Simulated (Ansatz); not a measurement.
**Hf: all-electron results**

```
Hf
1.0
     3.19670    0.00000    0.00000
    -1.59835    2.76842    0.00000
     0.00000    0.00000    5.05780
Hf
2
Direct
  0.33333 0.66667 0.25000
  0.66667 0.33333 0.75000
```

Atom numbers follow the list: Hf1, Hf2.

The cell is COD entry 9008501, as deposited and not checked against the literature; nothing was relaxed.

No spin–orbit coupling, which matters for the heavy atoms here.

These are results of Ansatz 0.2.0, DFT, PBE, all-electron LAPW, scalar-relativistic, not measurements.

The runs use a Γ-centred 13×13×7 k mesh, Fermi–Dirac smearing of 0.05 eV, basis error target 0.5 meV/atom, no spin polarisation.

- Pressure at this cell: 0.80 GPa
- Band gap: none: bands cross the Fermi level, a metal
- Stress xx, yy, zz (compression positive): 0.84, 0.84, 0.73 GPa
- Density of states at the Fermi level (0.2 eV bin): 1.45 states/eV per cell
- Volume per atom: 22.38 Å³
